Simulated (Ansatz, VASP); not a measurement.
Sb: VASP beside Ansatz

```
CELL_PARAMETERS angstrom
8.25658 0.00000 0.00000
0.00000 8.25658 0.00000
0.00000 0.00000 4.41064
ATOMIC_POSITIONS crystal
Sb 0.12266 0.12266 0.50000
Sb 0.71225 0.71225 0.50000
Sb 0.28775 0.28775 0.00000
Sb 0.21225 0.78775 0.75000
Sb 0.37734 0.62266 0.25000
Sb 0.87734 0.87734 0.00000
Sb 0.78775 0.21225 0.25000
Sb 0.62266 0.37734 0.75000
```

Alike in both runs: functional PBE; k mesh 4 × 4 × 4; occupations gaussian, width 0.1 eV; no spin polarisation.

Ansatz relaxed the structure, and its values are those at the end. VASP's run is a single point on that final structure, the one shown.

```csv
,VASP,Ansatz
version,VASP 6.6.1,Ansatz 0.2.0
potentials or method,"VASP PAW PBE potentials, release 64 (Sb)","scalar-relativistic, plane waves, PAW"
plane-wave cutoff (eV),520,420
valence electrons in the cell,40,120
```

|  | VASP | Ansatz | Ansatz less VASP |
| --- | --- | --- | --- |
| gap on the k mesh at the Fermi level (eV) | none | none | - |
| pressure (GPa) | 0.3 | 0.3 | -0.01 |
| rms of the force components (eV/Å) | 0.003 | 0.012 | +0.0087 |

A gap of «none» marks a metal or a gap that the smearing closes. With one functional, cell and mesh, what is left measures potentials, basis and numerics. The two sets of potentials don't hold the same shells in valence.

The runs have no spin-orbit coupling, so splittings on Sb are missing.
